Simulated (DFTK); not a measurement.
Crystal: Ge.

```
Ge
1.0
    -2.57449    2.57449    1.39741
     2.57449   -2.57449    1.39741
     2.57449    2.57449   -1.39741
Ge
2
Direct
  0.50000 0.50000 0.00000
  0.25000 0.75000 0.50000
```

This isn't the form of Ge at room conditions, which is diamond.

Base run:

- Program: DFTK 0.8.2
- Functional: TASK
- Potentials or basis: cp2k.nc.sr.pbe.v0_1.largecore.gth (PBE, GTH)
- Cutoff: 789 eV
- k mesh: 8 × 8 × 8
- Occupations: fermi-dirac, width 0.05 eV
- Spin: no spin polarisation

Its results: band gap on the k mesh none (metal or under the smearing width); pressure 4.4 GPa.

The run is repeated on the same cell with these changes: functional from TASK to r2SCAN. What comes out?

Band gap on the k mesh none (metal or under the smearing width); pressure 3.1 GPa.

Caveats: GTH potentials come without recommended cutoffs, and this one wasn't checked for convergence; the potentials were made for another functional, which shifts forces and pressure; the program warned that the kinetic-energy density falls under its von Weizsäcker bound, which can give unphysical results (some runs).
